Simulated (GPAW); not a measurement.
Set up this calculation in GPAW 26.7.0, as an ASE script.

- Task: single point
- Functional: r2SCAN
- Potentials or basis: GPAW PAW data sets (gpaw-data 1.2.1)
- Cutoff: 800 eV
- Basis: pw
- k mesh: 7 × 7 × 7
- Occupations: gaussian, width 0.05 eV
- Spin: collinear spin, ferromagnetic start
- Starting moments: [0.6, 0.0] μB
- Hubbard terms: Cu d U = 4 eV
- Maxiter: 150

The system is CuO.

```
CELL_PARAMETERS angstrom
2.55255 0.00000 0.00000
0.00000 2.55255 0.00000
0.00000 0.00000 2.55255
ATOMIC_POSITIONS crystal
Cu 0.00000 0.00000 0.00000
O 0.50000 0.50000 0.50000
```

Measurements of this composition are mostly on another form, of space group No. 15.

One way to write it, as run:

run.py

```python
from ase import Atoms
from ase.dft.bandgap import bandgap
from ase.io import write
from ase.units import GPa
from gpaw import GPAW, PW

atoms = Atoms(['Cu', 'O'],
              cell=[[2.55255061, 0.0, 0.0],
                    [0.0, 2.55255061, 0.0],
                    [0.0, 0.0, 2.55255061]],
              scaled_positions=[[0.0, 0.0, 0.0],
                                [0.5, 0.5, 0.5]],
              pbc=True)
atoms.set_initial_magnetic_moments([0.6, 0.0])

calc = GPAW(mode=PW(800),
            xc='MGGA_X_R2SCAN+MGGA_C_R2SCAN',
            kpts={'size': (7, 7, 7), 'gamma': True},
            occupations={'name': 'methfessel-paxton', 'order': 0, 'width': 0.05},
            setups={'Cu': ':d,4.0'},
            nbands=19,
            convergence={'density': 1e-05, 'energy': 1e-05},
            maxiter=150,
            txt='gpaw.txt')
atoms.calc = calc
energy = atoms.get_potential_energy()
forces = atoms.get_forces()
stress = atoms.get_stress()
calc.write('gs.gpw')
write('result.traj', atoms)
print(f'Energy: {energy:.6f} eV')
print('Forces (eV/A):')
print(forces.round(4))
print('Stress (GPa):', (stress / GPa).round(3))
print('Moments:', calc.get_magnetic_moments().round(3))
print('Fermi level:', round(calc.get_fermi_level(), 4), 'eV')
print(f'Gap: {bandgap(calc)[0]:.4f} eV, direct: {bandgap(calc, direct=True)[0]:.4f} eV')
```

Potentials or basis: GPAW PAW data sets (gpaw-data 1.2.1), pw.

Command:

```sh
$ OMP_NUM_THREADS=1 python run.py
```

It gave:

* Pressure: 11.6 GPa
* Band gap on the k mesh: none (metal or under the smearing width)
* Net moment: 0.00 μB per cell

Caveat: with this Cu data set, volumes or pressures lay over 1.5 % or 2 GPa off other programs in two to four cells of ten; the PAW data sets were made with another functional, which shifts forces and pressure a little.

Run time: 43 s on 1 thread of Intel(R) Xeon(R) Platinum 8375C CPU @ 2.90GHz (Ice Lake), on a shared host, peak memory 0.24 GiB.
